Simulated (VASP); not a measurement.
Wanted: the native input for a VASP 6.6.1 run.

- Task: band structure
- Functional: r2SCAN
- Potentials or basis: VASP PAW PBE potentials, release 64 (I, Na_pv)
- Cutoff: 520 eV
- k mesh: 5 × 5 × 5
- Occupations: fermi-dirac, width 0.05 eV
- Spin: spin-orbit coupling, no magnetisation
- Further INCAR settings: ALGO = Normal; EDIFF = 1e-06

The structure of NaI lies in POSCAR:

```
NaI
1.0
    0.0000000000      3.2364000000      3.2364000000
    3.2364000000      0.0000000000      3.2364000000
    3.2364000000      3.2364000000      0.0000000000
I Na
1 1
Direct
    0.5000000000      0.5000000000      0.5000000000
    0.0000000000      0.0000000000      0.0000000000
```

One way to write it, as run:

INCAR

```
PREC = Accurate ; ENCUT = 520
EDIFF = 1E-6 ; ISMEAR = -1
SIGMA = 0.05 ; LREAL = False
LASPH = True ; NELM = 60
ALGO = Normal ; ISIF = 2
LWAVE = False ; LCHARG = False
MAGMOM = 0 0 0 0 0 0 ; LORBIT = 11
LSORBIT = True ; GGA_COMPAT = False
METAGGA = R2SCAN ; LMIXTAU = True
```

KPOINTS

```
regular mesh
0
Gamma
  5 5 5
```

KPOINTS_OPT

```
path GXWKGLUWLK,UX
20
line-mode
reciprocal
 0.0000000000  0.0000000000  0.0000000000  G
 0.5000000000  0.0000000000  0.5000000000  X

 0.5000000000  0.0000000000  0.5000000000  X
 0.5000000000  0.2500000000  0.7500000000  W

 0.5000000000  0.2500000000  0.7500000000  W
 0.3750000000  0.3750000000  0.7500000000  K

 0.3750000000  0.3750000000  0.7500000000  K
 0.0000000000  0.0000000000  0.0000000000  G

 0.0000000000  0.0000000000  0.0000000000  G
 0.5000000000  0.5000000000  0.5000000000  L

 0.5000000000  0.5000000000  0.5000000000  L
 0.6250000000  0.2500000000  0.6250000000  U

 0.6250000000  0.2500000000  0.6250000000  U
 0.5000000000  0.2500000000  0.7500000000  W

 0.5000000000  0.2500000000  0.7500000000  W
 0.5000000000  0.5000000000  0.5000000000  L

 0.5000000000  0.5000000000  0.5000000000  L
 0.3750000000  0.3750000000  0.7500000000  K

 0.6250000000  0.2500000000  0.6250000000  U
 0.5000000000  0.0000000000  0.5000000000  X
```

Potentials or basis: VASP PAW PBE potentials, release 64 (I, Na_pv).

Run with:

```sh
$ cat potpaw_PBE.64/I/POTCAR potpaw_PBE.64/Na_pv/POTCAR > POTCAR
$ mpirun -np 1 vasp_ncl > vasp.out
```

Results of the run:

```yaml
Pressure: -0.1 GPa
Valence_electrons_inside_the_program's_atomic_spheres: I 4.39; Na 6.01
```

Caveat: the PAW data sets were made with another functional, which shifts forces and pressure a little.

Wall time 16 min on 1 thread of Intel(R) Xeon(R) 6975P-C (Granite Rapids), with other jobs on the host, peak memory 0.46 GiB.
